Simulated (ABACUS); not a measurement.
**C: equation of state with PBE**

**Measured values to compare with.**

“Equation of state of cubic boron nitride at high pressures and temperatures”, 2007, arxiv:cond-mat/0702656 quotes, for a bulk crystal of C: bulk modulus 444.8 ± 0.8 GPa.

Crystal: C.

```
CELL_PARAMETERS angstrom
0.00000 1.78337 1.78337
1.78337 0.00000 1.78337
1.78337 1.78337 0.00000
ATOMIC_POSITIONS crystal
C 0.75000 0.75000 0.75000
C 0.50000 0.50000 0.50000
```

This isn't the form of C at room conditions, which is graphite.

```
Program                                       : ABACUS 3.10.1
Task                                          : equation of state
Functional                                    : PBE
Potentials or basis                           : Ansatz NC PBE
Cutoff                                        : 1361 eV
Density cutoff                                : 5442 eV
Basis                                         : DZP LCAO (the cutoffs set its grid)
k mesh                                        : 12 × 12 × 12
Occupations                                   : fermi-dirac, width 0.05 eV
Spin                                          : no spin polarisation
Orbital files                                 : C C_confined-atom_6au_2s2p1d.orb
Radial cutoff of the potentials (pseudo_rcut) : 10 bohr
SCF threshold on the density                  : 1e-07
Max SCF steps                                 : 100
Eigensolver                                   : genelpa
Mixing                                        : broyden
Mixing share                                  : 0.7
Symmetry key                                  : 1
Bands                                         : 8
```

- Equilibrium volume: 5.75 Å³/atom
- Bulk modulus: 417 GPa
- Pressure derivative of the bulk modulus: 3.5 (rough: it moves with the points fitted)

Energy against volume, from the lowest point:
```
volume (Å³/atom)  energy (meV/atom)
           5.332              43.19
           5.558               8.04
           5.785               0.00
           6.012              14.61
```

All runs of the series together: 16 s on 4 threads of AMD EPYC 7R13 Processor (Zen 3), on a shared host.

A measured bulk modulus of C is 444.8 GPa (quoted in “Equation of state of cubic boron nitride at high pressures and temperatures”, 2007, arxiv:cond-mat/0702656); the calculated 417 GPa misses it by -6.3 %. 3 values of this kind are on record (442 to 444.8 GPa); this one was drawn at random among those near their median, those with a stated uncertainty first. The fit is for a static lattice scaled at fixed shape and fixed fractional positions.

Caveat: the atomic orbitals were generated for these runs and aren't a published set; the basis of atomic orbitals isn't converged, which shifts pressures, moduli and gaps.
